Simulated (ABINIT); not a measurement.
BN: band structure with r2SCAN

Crystal: BN.

```xyz
2
Lattice="1.2511 0.7223 3.3729 -1.2511 0.7223 3.3729 0.0000 -1.4447 3.3729" Properties=species:S:1:pos:R:3 pbc="T T T"
N     0.0000    0.0000    6.7517
B     0.0000    0.0000    0.0033
```

The cell is a database's computed one.

```
Program             : ABINIT 10.8.3 (patched build)
Task                : band structure
Functional          : r2SCAN
Potentials or basis : JTH PAW PBE v2.0
Cutoff              : 844 eV
k mesh              : 12 × 12 × 12
Occupations         : fermi-dirac, width 0.05 eV
Spin                : no spin polarisation
Fine-grid cutoff    : 1442.2 eV
```

- Pressure: 3.4 GPa
- Largest force: 0.019 eV/Å
- Band gap on the k mesh: 4.80 eV, indirect (least direct gap 5.36 eV)
- Band gap along the path: 5.31 eV, indirect (least direct gap 5.40 eV)

Forces on the atoms (eV/Å):
```
N    0.000  0.000 -0.019
B    0.000  0.000  0.019
```

Stress tensor (GPa, compression positive):
```
2.34 0.00 0.00
0.00 2.34 0.00
0.00 0.00 5.42
```

Levels at the corners of the path, in eV from the valence-band top:
```
point  band 1  band 2  band 3  band 4  band 5  band 6  band 7  band 8
    Γ  -18.85   -4.34   -1.38   -1.38    5.40   12.36   12.36   14.33
    L  -15.57   -9.37   -4.28   -0.65    5.87   10.54   13.68   15.72
   B1  -15.01   -8.29   -7.25   -0.42    5.41   13.01   14.89   16.93
```

Wall time 4.7 min on 1 thread of Arm Neoverse V1, on a shared host, peak memory 0.18 GiB.

Caveat: the PAW data sets were made with another functional, which shifts forces and pressure a little; the atomic spheres overlap. r2SCAN opens gaps a little over a GGA but as a rule still falls short of measured ones.
